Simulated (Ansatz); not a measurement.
# HPb16S15: the cost of one run

Program: Ansatz 0.2.0. Level of theory: DFT, PBE, plane-wave PAW, default files, scalar-relativistic, as far as a step names no other. These are calculated values, not measurements.

## (1) The structure to begin with

Symmetry: Pm, No. 6, monoclinic system. The conventional cell has a = 11.759 Å, b = 11.600 Å, c = 11.762 Å, α = 90.00°, β = 95.27°, γ = 90.00°. Around Pb (site symmetry m) lie 4 S at 2.75 to 2.97 Å and 1 H at 2.98 Å. Pb (site symmetry 1) is surrounded by 5 S at 2.75 to 2.98 Å. Pb (site symmetry m) is surrounded by 5 S at 2.75 to 2.98 Å. Pb (site symmetry m) has 4 S at 2.75 to 2.98 Å and 1 H at 2.97 Å as nearest neighbours. Pb (site symmetry 1) has 4 S at 2.75 to 2.98 Å and 1 H at 2.93 Å as nearest neighbours. Pb (site symmetry m) has 1 H at 2.75 Å and 4 S at 2.93 to 2.98 Å as nearest neighbours. Only part of the 24 independent sites is listed.

As a file:

```cif
data_structure
_symmetry_space_group_name_H-M 'Pm'
_symmetry_Int_Tables_number 6
_cell_length_a 11.7590
_cell_length_b 11.6000
_cell_length_c 11.7620
_cell_angle_alpha 90.000
_cell_angle_beta 95.270
_cell_angle_gamma 90.000
_cell_volume 1597.61
loop_
_atom_site_label
_atom_site_type_symbol
_atom_site_symmetry_multiplicity
_atom_site_Wyckoff_symbol
_atom_site_fract_x
_atom_site_fract_y
_atom_site_fract_z
_atom_site_occupancy
Pb1 Pb 1 b 0.63638 0.50000 0.38780 1
Pb2 Pb 2 c 0.63638 0.25000 0.63780 1
Pb3 Pb 1 a 0.63638 0.00000 0.38780 1
Pb4 Pb 1 b 0.63638 0.50000 0.88780 1
Pb5 Pb 2 c 0.63638 0.25000 0.13780 1
Pb6 Pb 1 a 0.63638 0.00000 0.88780 1
Pb7 Pb 1 b 0.36362 0.50000 0.11220 1
Pb8 Pb 2 c 0.36362 0.25000 0.36220 1
Pb9 Pb 1 a 0.36362 0.00000 0.11220 1
Pb10 Pb 1 b 0.36362 0.50000 0.61220 1
Pb11 Pb 2 c 0.36362 0.25000 0.86220 1
Pb12 Pb 1 a 0.36362 0.00000 0.61220 1
H1 H 1 b 0.59860 0.50000 0.13420 1
S1 S 2 c 0.59860 0.25000 0.38420 1
S2 S 1 a 0.59860 0.00000 0.13420 1
S3 S 1 b 0.59860 0.50000 0.63420 1
S4 S 2 c 0.59860 0.25000 0.88420 1
S5 S 1 a 0.59860 0.00000 0.63420 1
S6 S 1 b 0.40140 0.50000 0.36580 1
S7 S 2 c 0.40140 0.25000 0.61580 1
S8 S 1 a 0.40140 0.00000 0.36580 1
S9 S 1 b 0.40140 0.50000 0.86580 1
S10 S 2 c 0.40140 0.25000 0.11580 1
S11 S 1 a 0.40140 0.00000 0.86580 1
```

Atom 17 of the input is the impurity.

## (2) Single point at the given positions

Input file input.yaml:

```yaml
crystal:
  lattice:
    - [11.762, 0.0, 0.0]
    - [0.0, 11.6, 0.0]
    - [-1.0800549142, 0.0, 11.7092938464]
  atoms:
    - { symbol: Pb, position: [0.3878, 0.5, 0.63638] }
    - { symbol: Pb, position: [0.6378, 0.75, 0.63638] }
    - { symbol: Pb, position: [0.3878, 0.0, 0.63638] }
    - { symbol: Pb, position: [0.6378, 0.25, 0.63638] }
    - { symbol: Pb, position: [0.8878, 0.5, 0.63638] }
    - { symbol: Pb, position: [0.1378, 0.75, 0.63638] }
    - { symbol: Pb, position: [0.8878, 0.0, 0.63638] }
    - { symbol: Pb, position: [0.1378, 0.25, 0.63638] }
    - { symbol: Pb, position: [0.1122, 0.5, 0.36362] }
    - { symbol: Pb, position: [0.3622, 0.75, 0.36362] }
    - { symbol: Pb, position: [0.1122, 0.0, 0.36362] }
    - { symbol: Pb, position: [0.3622, 0.25, 0.36362] }
    - { symbol: Pb, position: [0.6122, 0.5, 0.36362] }
    - { symbol: Pb, position: [0.8622, 0.75, 0.36362] }
    - { symbol: Pb, position: [0.6122, 0.0, 0.36362] }
    - { symbol: Pb, position: [0.8622, 0.25, 0.36362] }
    - { symbol: H, position: [0.1342, 0.5, 0.5986] }
    - { symbol: S, position: [0.3842, 0.75, 0.5986] }
    - { symbol: S, position: [0.1342, 0.0, 0.5986] }
    - { symbol: S, position: [0.3842, 0.25, 0.5986] }
    - { symbol: S, position: [0.6342, 0.5, 0.5986] }
    - { symbol: S, position: [0.8842, 0.75, 0.5986] }
    - { symbol: S, position: [0.6342, 0.0, 0.5986] }
    - { symbol: S, position: [0.8842, 0.25, 0.5986] }
    - { symbol: S, position: [0.3658, 0.5, 0.4014] }
    - { symbol: S, position: [0.6158, 0.75, 0.4014] }
    - { symbol: S, position: [0.3658, 0.0, 0.4014] }
    - { symbol: S, position: [0.6158, 0.25, 0.4014] }
    - { symbol: S, position: [0.8658, 0.5, 0.4014] }
    - { symbol: S, position: [0.1158, 0.75, 0.4014] }
    - { symbol: S, position: [0.8658, 0.0, 0.4014] }
    - { symbol: S, position: [0.1158, 0.25, 0.4014] }
total_charge: 1
kpoints:
  mp_grid: { grid: [2, 2, 2] }
scf:
  occupations: { method: fermi_dirac, width: 0.01 }
hamiltonian:
  xc: pbe
  pseudopotentials: { kind: paw }
output:
  forces: true
  stress: true
  populations: true
  efg:
    quadrupole_moments_barn: { H: 0.00285783, S: -0.0694 }
    contact_densities: true
```

Launch:

```
ansatz run input.yaml --threads 4 --pin off --max-ram 8192MiB --backend cpu --events-out ev --progress --plain --runs-dir out
```

What time and memory should one allow on 4 threads of Arm Neoverse N1, shared host?

About 2 min, with a peak of 6.4 GiB.
